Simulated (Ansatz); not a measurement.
Input and command of a plane-wave DFT calculation in Ansatz:

```yaml
crystal:
  lattice:
    - [2.5439665232, 0.0, 0.0]
    - [-1.2719832616, 2.2031396355, 0.0]
    - [0.0, 0.0, 4.2077449317]
  atoms:
    - { symbol: B, position: [0.6666666667, 0.3333333333, 1.1138749467] }
    - { symbol: B, position: [0.3333333333, 0.6666666667, 0.4997995909] }
    - { symbol: "N", position: [0.6666666667, 0.3333333333, 0.6252004091] }
    - { symbol: "N", position: [0.3333333333, 0.6666666667, 0.1252004091] }
basis:
  ecutwfc: 500
kpoints:
  mp_grid: { grid: [12, 12, 6] }
hamiltonian:
  xc: r2scan
scf:
  occupations: { method: gaussian, width: 0.05 }
output:
  forces: true
  stress: true
  eigenvalues: true
```

```bash
ansatz run input.yaml --threads 1 --pin off --max-ram 2560MiB --backend cpu --events-out ev --progress --plain --runs-dir out
```

Processor: Arm Neoverse V2, 1 thread, on a host shared with other jobs.

Question: How long does it run, and how much memory does it take?

Answer: About 6.6 s on 1 thread of Arm Neoverse V2, on a shared host, peak memory 0.36 GiB. It solves 12 bands at 100 k points (the mesh reduced by the symmetry that the task leaves, which can be less than the crystal's) with about 591 plane waves, in 7 SCF iterations.
